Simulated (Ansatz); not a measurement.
Crystal: BeTe.

```xyz
2
Lattice="0.0000 2.7700 2.7700 2.7700 0.0000 2.7700 2.7700 2.7700 0.0000" Properties=species:S:1:pos:R:3 pbc="T T T"
Te    4.1550    4.1550    4.1550
Be    0.0000    0.0000    0.0000
```

A run of Ansatz 0.2.0 on this cell left the log below. Logs are shortened: lines on timing, memory, paths and dates and some standing lists are left out, and cuts for length are marked.

```text
Warning: RAYON_NUM_THREADS=1 ignored (pool sized by the plan → 1); use --threads N
hamiltonian.pseudopotentials.datasets: crystal makes datasets for this crystal and solves the spheres of its atoms anew in each pass: cutoff 270.0 eV, the density's 1080.0 eV;, for an error of 0.50 meV an atom under PBE, 1.0 meV for the cell; an energy difference from a run of another recipe may be off by several times the error for the cell, under r2SCAN by more, where some 0.1 meV an atom stays at smaller errors; Be in spheres of 1.021 Å, 2 of its electrons in bands; Te in spheres of 1.376 Å, 16 of its electrons in bands
Engine: ansatz 0.2.0, x86_64-unknown-linux-gnu
Pseudopotentials: kind: all_electron
Pseudopotential: Te, paw, valence charge 16, recommended cutoff 270 eV (normal), crystal/all_electron/pbe/scalar/gaussian/Te, Koelling and Harmon's equation, gaussian nucleus
Pseudopotential: Be, paw, valence charge 2, recommended cutoff 270 eV (normal), crystal/all_electron/pbe/scalar/gaussian/Be, Koelling and Harmon's equation, gaussian nucleus
Functional definition: HSE06
  parameter a = 0.25
  parameter omega = 0.11/bohr
  exchange = pbe_x - a*pbe_x_sr(omega) + a*exact_x_sr(omega)
  correlation = pbe_c
Crystal: 2 atoms, lattice volume = 42.508 Å³
Basis set: ecut = 270 eV, 411 PW (Γ), exchange–correlation on 48×48×48 points (8 copies of the dense FFT grid, shifted against one another)
Bands: 13, of which v1, the nominal top of the filled ones, is band 9 counted from 1 (8 counted from 0)
Symmetry: 24 space group operations
Space group: F-43m (ITA 216), of the structure as read, at distance tolerance 3.5e-5 Å
k-points: 16 of 216 (time reversal used)
Non-local potential: Te, projectors of the file, l = 0: 1, l = 1: 1, l = 2: 2
Non-local potential: Be, projectors of the file, l = 0: 1, l = 1: 1
PAW form: soft (Blöchl's): semilocal exchange-correlation on the pseudo side does not see the compensation charge
PAW one-centre angular grid: Te, 590 points (default); XC on its mesh's 1857 points in the sphere
PAW one-centre angular grid: Be, 110 points (default); XC on its mesh's 2001 points in the sphere
Initial density: superposition of atomic densities (neutral atoms: chi_scale 0, normalization atom)
Initial wavefunctions: pseudopotential atomic-orbital guess
Functional: x = pbe(κ = 0.804, μ = 0.2195149727645171) + 0.25 (exact − pbe) at short range (hse, ω = 0.20786987370883472 Å⁻¹), c = pbe(β = 0.06672455060314922); HSE06 as pw.x's `hse` composes it (authors' and Libxc's form: `xc: wpbeh`)
iter 1 solved again at ethr=3.04e-3 eV; its pass at ethr=1.00e-1 eV (dr2=5.48e-1 eV) is discarded
SCF iter   1: F=—  HF=-185287.045149 eV  |F-HF|=—  |Δ(HF+E_count)|=         —  Δρ=3.23e-2  dr2=5.71e-1  ethr=3.04e-3  ⟨swp⟩=3.1  Hψ=1226  notcnv=0
[... 13 lines left out ...]
  greatest PAW one-centre occupation: 1.000 electrons in one spin orbital (limit 2), on the Te atom at site 0 (counted from 0), in its partial waves of l = 2
hybrid outer 1: dexx = +4.577e-11 eV
hybrid SCF converged: 1 outer / 10 inner (+0 warm-up), last move |dexx| = 4.58e-11 eV
Stability not checked: this state was not tested for a lower state beside it, because the functional holds exact exchange (a hybrid, or Hartree-Fock), whose exchange loop this test does not read (fock_operator; see scf.lower_state_search)
Free energy (F): -185286.875098 eV
Harris-Foulkes:  -185286.875098 eV  (|F-HF|=4.42e-9)
Internal energy: -185286.875098 eV  (E = F + TS)
E sigma→0 (E₀):  -185286.875098 eV
Past the cutoff: the bands carry plane waves up to 1.75 times it, of which those up to 1.5 times it add -0.000152 eV an atom, each by itself; the spheres take 0.000377 eV an atom off the energy for waves past 1.75 times it
Past the cutoffs: a stress includes 0.0005 GPa for waves and charges beyond them, in addition to the slope of what the spheres take
In the spheres:  the bands' charges fall short by 1.4e-5 e at most (sound up to 1e-3)
Fermi energy:    10.606620 eV
--- Per-component energies (eV) ---
  E_band       = -262.834392
  E_kinetic    = 125.485694
  E_local      = -1507.799937  (includes V_loc(G=0)·N_el)
  E_nonlocal   = -57.348675
  E_hartree    = 701.838010
  E_xc         = -75.388325
  E_vxc        = -94.920324  (∫ρ·V_xc dr)
  E_exx        = -48.075850  (= α·E_x^exact, valence–valence)
  E_paw        = -187285.165400  (= ΣΔE_a)
  E_vpaw       = -4511.272200  (= ΣTr[D̂ρ^β])
  E_ewald      = -1615.915793
  E_smearing   = -0.000000  (= −TS)
  E_closure    = 4475.495178  (closes the sum)
  Σ components = -185286.875098   (vs F -185286.875098, Δ=0.00e0)
  The terms above E_closure are by the made datasets' own strengths, without shells solved beside the bands.
--- Forces (eV/Å), atoms counted from 1 ---
  atom   1  Te     0.00000000    -0.00000000     0.00000000
  atom   2  Be    -0.00000000     0.00000000     0.00000000
  max |Σ_I F_I| component: 1.71e-16 eV/Å
--- Stress (GPa, compression-positive) ---
        3.285515       0.000000      -0.000000
        0.000000       3.285515       0.000000
       -0.000000       0.000000       3.285515
  P = ⅓ Tr σ = 3.2855 GPa (32.855 kbar)
--- Band table (eV; the first three rows and the last of 16) ---
  k-point 0: bands = ["-29.3342", "-29.3342", "-29.3342", "-29.3146", "-29.3146", "-4.5129", "9.3431", "9.3431", "9.3431", "13.7658"]
  k-point 1: bands = ["-29.3335", "-29.3331", "-29.3331", "-29.3144", "-29.3144", "-4.2008", "7.1091", "8.9086", "8.9086", "13.7686"]
  k-point 2: bands = ["-29.3320", "-29.3311", "-29.3311", "-29.3137", "-29.3137", "-3.4050", "4.2096", "8.2784", "8.2784", "13.4988"]
  k-point 15: bands = ["-29.3333", "-29.3277", "-29.3250", "-29.3160", "-29.3118", "-2.1886", "3.7907", "5.4062", "5.7620", "13.8215"]
```

Question: What input gives this log?

Answer: Single point with HSE06, no spin polarisation. The files as run (others can give the same):

input.yaml
```yaml
crystal:
  lattice:
    - [0.0, 2.77, 2.77]
    - [2.77, 0.0, 2.77]
    - [2.77, 2.77, 0.0]
  atoms:
    - { symbol: Te, position: [0.75, 0.75, 0.75] }
    - { symbol: Be, position: [0.0, 0.0, 0.0] }
kpoints:
  mp_grid: { grid: [6, 6, 6] }
scf:
  occupations: { method: fermi_dirac, width: 0.05 }
hamiltonian:
  xc: hse06
  pseudopotentials: { kind: all_electron, datasets: crystal }
output:
  forces: true
  stress: true
```

Potentials or basis: all-electron PAW datasets made for the crystal.
Command:
```console
$ ansatz run input.yaml --threads 1 --pin off --max-ram 3072MiB --backend cpu --events-out ev --progress --plain --runs-dir out
```
